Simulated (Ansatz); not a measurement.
**What a trial cell of Sn relaxes into**

Theory: Ansatz, DFT PBE, scalar-relativistic, plane waves, PAW. Cutoff 420 eV, Gaussian smearing, Γ-centred meshes. Cell and atoms relax first on a coarse mesh and then on a finer one. In between, the cell is made exact in the group found at 0.06 Å. In metals the finer mesh still leaves noise of several meV/atom or more. The steps can't lower the symmetry of their start. No spin polarisation.

The guess for Sn was made by a generator: 4-connected net of one element (P4_122, No. 91). The dimensions are guesses.

```yaml
crystal:
  lattice:
    - [5.45374, 0.00000, 0.00000]
    - [0.00000, 5.45374, 0.00000]
    - [0.00000, 0.00000, 4.21049]
  atoms:
    - { symbol: Sn, position: [0.33849, 0.00000, 0.75000] }
    - { symbol: Sn, position: [0.66151, 0.00000, 0.25000] }
    - { symbol: Sn, position: [0.00000, 0.33849, 0.00000] }
    - { symbol: Sn, position: [0.00000, 0.66151, 0.50000] }
```

Energies count from the standard state of Sn at the same level. The references include grey tin.

Question: Which structure results?

Answer: The symmetry stays P4_122 (No. 91). The volume per atom grows by 15.0 %, from 31.3 to 36.0 Å³. The shortest distance goes from 2.75 Å (Sn–Sn) to 2.90 Å (Sn–Sn). The energy falls by about 0.12 eV/atom (the start's value is from the coarse mesh). Conventional cell: a = 5.621 Å, c = 4.557 Å. Sn has 4 Sn at 2.90–2.94 Å.

```yaml
crystal:
  lattice:
    - [5.62097, 0.00000, 0.00000]
    - [0.00000, 5.62097, 0.00000]
    - [0.00000, 0.00000, 4.55668]
  atoms:
    - { symbol: Sn, position: [0.34088, 0.00000, 0.75000] }
    - { symbol: Sn, position: [0.65912, 0.00000, 0.25000] }
    - { symbol: Sn, position: [0.00000, 0.34088, 0.00000] }
    - { symbol: Sn, position: [0.00000, 0.65912, 0.50000] }
```

Question: How does it come out in energy, and is it a metal?

Answer:

| Property | Result |
| --- | --- |
| Energy over the standard state | +0.16 eV/atom |
| Gap on the 8×8×10 mesh of the 4-atom cell | 0 eV (a metal) |

So it is a metastable form at best.

The last run used Gaussian smearing of 0.10 eV. A structure relaxed within its symmetry needn't be a true minimum.
